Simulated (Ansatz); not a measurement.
Input, command and steps of an Ansatz relaxation.

```yaml
crystal:
  lattice:
    - [-2.5627621696, 4.6431146905, 4.3479589073]
    - [2.5627621696, -4.6431146905, 4.3479589073]
    - [2.6910451311, 4.7139203334, -4.3479589073]
  atoms:
    - { symbol: Si, position: [0.932921349, 0.8700532925, 0.1104042781] }
    - { symbol: Si, position: [0.7403509856, 0.1774829291, 0.6104042781] }
    - { symbol: Si, position: [0.067078651, 0.1299467075, 0.8895957219] }
    - { symbol: Si, position: [0.2596490144, 0.8225170709, 0.3895957219] }
    - { symbol: O, position: [0.1359465134, 0.8859465134, 0.25] }
    - { symbol: O, position: [0.8640534866, 0.1140534866, 0.75] }
    - { symbol: O, position: [0.7767594244, 0.5290613861, 0.8466324387] }
    - { symbol: O, position: [0.1824289474, -0.0698730143, 0.6533675613] }
    - { symbol: O, position: [0.2232405756, 0.4709386139, 0.1533675613] }
    - { symbol: O, position: [0.8175710526, 0.0698730143, 0.3466324387] }
    - { symbol: O, position: [0.0, 0.0, 0.0] }
    - { symbol: O, position: [0.5, 0.0, 0.5] }
basis:
  ecutwfc: 420
kpoints:
  mp_grid: { grid: [6, 6, 6] }
hamiltonian:
  xc: lda
scf:
  occupations: { method: gaussian, width: 0.02 }
output:
  forces: true
  stress: true
  eigenvalues: true
relax:
  adjacent_minimum: "off"
  f_tol: 0.008
  max_steps: 40
  cell: { stress_tol: 0.015, fix: [a, b, gamma] }
```

```bash
ansatz run input.yaml --threads 2 --pin off --max-ram 5120MiB --backend cpu --events-out ev --progress --plain --runs-dir out
```

Method: DFT LDA, scalar-relativistic, plane waves, PAW (Ansatz).

Of 13 frames 9 are shown, positions in Å and forces in eV/Å; the SCF threshold varies from step to step. Steps run on the plane waves of an earlier cell, with a Pulay correction in the pressure. The basis is chosen afresh for the last frame, the zero of the energies, and at times for earlier ones too; energy and pressure step there, also at an unchanged geometry.

```xyz
12
Lattice="-2.5628 4.6431 4.3480 2.5628 -4.6431 4.3480 2.6910 4.7139 -4.3480" Properties=species:S:1:pos:R:3:forces:R:3 pbc="T T T" step=1 free_energy_over_end_meV_per_atom=18.49 pressure_GPa=3.12
Si    0.1360    0.8123    7.3592    0.5249   -0.9665   -1.1584
Si    0.2001    5.4909    1.3367    0.5249   -0.9665    1.1584
Si    2.5551    3.9016   -3.0113   -0.5249    0.9665    1.1584
Si    2.4909   -0.7769    3.0113   -0.5249    0.9665   -1.1584
O     2.5948   -2.3039    3.3562    0.0000    0.0000    0.5198
O     0.0962    7.0178    0.9918    0.0000    0.0000   -0.5198
O     1.6435    5.1410    1.9965   -0.4963   -0.0236   -0.2775
O     1.1117    4.2514   -2.3514    0.4963    0.0236   -0.2775
O     1.0475   -0.4271    2.3514    0.4963    0.0236    0.2775
O    -0.9834    5.1056    2.3514   -0.4963   -0.0236    0.2775
O     0.0000    0.0000    0.0000    0.0000    0.0000    0.0000
O     0.0641    4.6785    0.0000    0.0000    0.0000    0.0000
12
Lattice="-2.5186 4.6672 4.3480 2.5186 -4.6672 4.3480 2.7106 4.7748 -4.3480" Properties=species:S:1:pos:R:3:forces:R:3 pbc="T T T" step=2 free_energy_over_end_meV_per_atom=7.89 pressure_GPa=2.18
Si    0.1434    0.8182    7.3558    0.3267   -0.5056   -0.6707
Si    0.2394    5.5392    1.3402    0.3267   -0.5056    0.6707
Si    2.5672    3.9566   -3.0078   -0.3267    0.5056    0.6707
Si    2.4712   -0.7644    3.0078   -0.3267    0.5056   -0.6707
O     2.5666   -2.3067    3.3533    0.0000    0.0000    0.2856
O     0.1440    7.0815    0.9947    0.0000    0.0000   -0.2856
O     1.6769    5.1950    1.9923   -0.2842   -0.0392   -0.1719
O     1.1297    4.3007   -2.3556    0.2842    0.0392   -0.1719
O     1.0337   -0.4203    2.3556    0.2842    0.0392    0.1719
O    -0.9377    5.1413    2.3556   -0.2842   -0.0392    0.1719
O     0.0000    0.0000    0.0000    0.0000    0.0000    0.0000
O     0.0960    4.7210    0.0000    0.0000    0.0000    0.0000
12
Lattice="-2.4314 4.7132 4.3480 2.4314 -4.7132 4.3480 2.7232 4.8790 -4.3480" Properties=species:S:1:pos:R:3:forces:R:3 pbc="T T T" step=4 free_energy_over_end_meV_per_atom=1.30 pressure_GPa=0.21
Si    0.1943    0.8331    7.3546   -0.0081   -0.0064    0.0006
Si    0.3402    5.6292    1.3414   -0.0081   -0.0064   -0.0006
Si    2.5289    4.0459   -3.0066    0.0081    0.0064   -0.0006
Si    2.3830   -0.7502    3.0066    0.0081    0.0064    0.0006
O     2.5043   -2.3152    3.3463    0.0000    0.0000    0.0123
O     0.2189    7.1942    1.0017    0.0000    0.0000   -0.0123
O     1.7942    5.2947    1.9346    0.0085   -0.0022   -0.0021
O     1.0750    4.3805   -2.4133   -0.0085    0.0022   -0.0021
O     0.9290   -0.4156    2.4133   -0.0085    0.0022    0.0021
O    -0.7831    5.2118    2.4133    0.0085   -0.0022    0.0021
O     0.0000    0.0000    0.0000    0.0000    0.0000    0.0000
O     0.1459    4.7961    0.0000    0.0000    0.0000    0.0000
12
Lattice="-2.4273 4.7153 4.3480 2.4273 -4.7153 4.3480 2.7208 4.8822 -4.3480" Properties=species:S:1:pos:R:3:forces:R:3 pbc="T T T" step=5 free_energy_over_end_meV_per_atom=1.23 pressure_GPa=0.16
Si    0.1976    0.8354    7.3563    0.0004   -0.0015    0.0005
Si    0.3443    5.6342    1.3396    0.0004   -0.0015   -0.0005
Si    2.5232    4.0467   -3.0084   -0.0004    0.0015   -0.0005
Si    2.3765   -0.7520    3.0084   -0.0004    0.0015    0.0005
O     2.5007   -2.3160    3.3532    0.0000    0.0000    0.0011
O     0.2201    7.1981    0.9948    0.0000    0.0000   -0.0011
O     1.8009    5.3024    1.9292    0.0004    0.0009   -0.0010
O     1.0666    4.3785   -2.4187   -0.0004   -0.0009   -0.0010
O     0.9199   -0.4202    2.4187   -0.0004   -0.0009    0.0010
O    -0.7731    5.2190    2.4187    0.0004    0.0009    0.0010
O     0.0000    0.0000    0.0000    0.0000    0.0000    0.0000
O     0.1467    4.7987    0.0000    0.0000    0.0000    0.0000
12
Lattice="-2.4273 4.7153 4.3480 2.4273 -4.7153 4.3480 2.7208 4.8822 -4.3480" Properties=species:S:1:pos:R:3:forces:R:3 pbc="T T T" step=6 free_energy_over_end_meV_per_atom=0.16 pressure_GPa=0.25
Si    0.1976    0.8354    7.3563    0.0012   -0.0027   -0.0004
Si    0.3443    5.6342    1.3396    0.0012   -0.0027    0.0004
Si    2.5232    4.0467   -3.0084   -0.0012    0.0027    0.0004
Si    2.3765   -0.7520    3.0084   -0.0012    0.0027   -0.0004
O     2.5007   -2.3160    3.3532    0.0000    0.0000    0.0012
O     0.2201    7.1981    0.9948    0.0000    0.0000   -0.0012
O     1.8009    5.3024    1.9292    0.0008    0.0018   -0.0009
O     1.0666    4.3785   -2.4187   -0.0008   -0.0018   -0.0009
O     0.9199   -0.4202    2.4187   -0.0008   -0.0018    0.0009
O    -0.7731    5.2190    2.4187    0.0008    0.0018    0.0009
O     0.0000    0.0000    0.0000    0.0000    0.0000    0.0000
O     0.1467    4.7987    0.0000    0.0000    0.0000    0.0000
12
Lattice="-2.4070 4.7257 4.3480 2.4070 -4.7257 4.3480 2.7248 4.9066 -4.3480" Properties=species:S:1:pos:R:3:forces:R:3 pbc="T T T" step=8 free_energy_over_end_meV_per_atom=0.05 pressure_GPa=0.05
Si    0.2059    0.8455    7.3623    0.0000    0.0008   -0.0002
Si    0.3648    5.6617    1.3336    0.0000    0.0008    0.0002
Si    2.5188    4.0611   -3.0143    0.0000   -0.0008    0.0002
Si    2.3600   -0.7551    3.0143    0.0000   -0.0008   -0.0002
O     2.4865   -2.3176    3.3693    0.0000    0.0000    0.0013
O     0.2383    7.2243    0.9786    0.0000    0.0000   -0.0013
O     1.8249    5.3405    1.9211    0.0013    0.0015   -0.0016
O     1.0587    4.3823   -2.4268   -0.0013   -0.0015   -0.0016
O     0.8999   -0.4339    2.4268   -0.0013   -0.0015    0.0016
O    -0.7410    5.2500    2.4268    0.0013    0.0015    0.0016
O     0.0000    0.0000    0.0000    0.0000    0.0000    0.0000
O     0.1589    4.8162    0.0000    0.0000    0.0000    0.0000
12
Lattice="-2.4032 4.7277 4.3480 2.4032 -4.7277 4.3480 2.7236 4.9103 -4.3480" Properties=species:S:1:pos:R:3:forces:R:3 pbc="T T T" step=9 free_energy_over_end_meV_per_atom=0.01 pressure_GPa=0.01
Si    0.2090    0.8479    7.3638   -0.0049   -0.0069    0.0046
Si    0.3692    5.6669    1.3322   -0.0049   -0.0069   -0.0046
Si    2.5147    4.0623   -3.0158    0.0049    0.0069   -0.0046
Si    2.3544   -0.7566    3.0158    0.0049    0.0069    0.0046
O     2.4833   -2.3182    3.3746    0.0000    0.0000   -0.0005
O     0.2403    7.2285    0.9734    0.0000    0.0000    0.0005
O     1.8310    5.3486    1.9172    0.0040    0.0005    0.0031
O     1.0529    4.3807   -2.4307   -0.0040   -0.0005    0.0031
O     0.8927   -0.4383    2.4307   -0.0040   -0.0005   -0.0031
O    -0.7324    5.2573    2.4307    0.0040    0.0005   -0.0031
O     0.0000    0.0000    0.0000    0.0000    0.0000    0.0000
O     0.1602    4.8190    0.0000    0.0000    0.0000    0.0000
12
Lattice="-2.4032 4.7277 4.3480 2.4032 -4.7277 4.3480 2.7236 4.9103 -4.3480" Properties=species:S:1:pos:R:3:forces:R:3 pbc="T T T" step=10 free_energy_over_end_meV_per_atom=0.00 pressure_GPa=0.01
Si    0.2090    0.8479    7.3638   -0.0047   -0.0071    0.0044
Si    0.3692    5.6669    1.3322   -0.0047   -0.0071   -0.0044
Si    2.5147    4.0623   -3.0158    0.0047    0.0071   -0.0044
Si    2.3544   -0.7566    3.0158    0.0047    0.0071    0.0044
O     2.4833   -2.3182    3.3746    0.0000    0.0000   -0.0005
O     0.2403    7.2285    0.9734    0.0000    0.0000    0.0005
O     1.8310    5.3486    1.9172    0.0041    0.0006    0.0031
O     1.0529    4.3807   -2.4307   -0.0041   -0.0006    0.0031
O     0.8927   -0.4383    2.4307   -0.0041   -0.0006   -0.0031
O    -0.7324    5.2573    2.4307    0.0041    0.0006   -0.0031
O     0.0000    0.0000    0.0000    0.0000    0.0000    0.0000
O     0.1602    4.8190    0.0000    0.0000    0.0000    0.0000
12
Lattice="-2.4006 4.7290 4.3480 2.4006 -4.7290 4.3480 2.7237 4.9131 -4.3480" Properties=species:S:1:pos:R:3:forces:R:3 pbc="T T T" step=13 free_energy_over_end_meV_per_atom=0.00 pressure_GPa=0.00
Si    0.2098    0.8489    7.3645   -0.0003   -0.0003    0.0000
Si    0.3713    5.6700    1.3314   -0.0003   -0.0003    0.0000
Si    2.5139    4.0642   -3.0165    0.0003    0.0003    0.0000
Si    2.3524   -0.7569    3.0165    0.0003    0.0003    0.0000
O     2.4814   -2.3185    3.3760    0.0000    0.0000    0.0001
O     0.2423    7.2316    0.9720    0.0000    0.0000   -0.0001
O     1.8335    5.3527    1.9163    0.0006    0.0002    0.0003
O     1.0518    4.3815   -2.4316   -0.0006   -0.0002    0.0003
O     0.8902   -0.4396    2.4316   -0.0006   -0.0002   -0.0003
O    -0.7287    5.2606    2.4316    0.0006    0.0002   -0.0003
O     0.0000    0.0000    0.0000    0.0000    0.0000    0.0000
O     0.1616    4.8211    0.0000    0.0000    0.0000    0.0000
```

The run took 4.2 min on 2 threads of Arm Neoverse V2, with other jobs on the host, peak memory 0.75 GiB.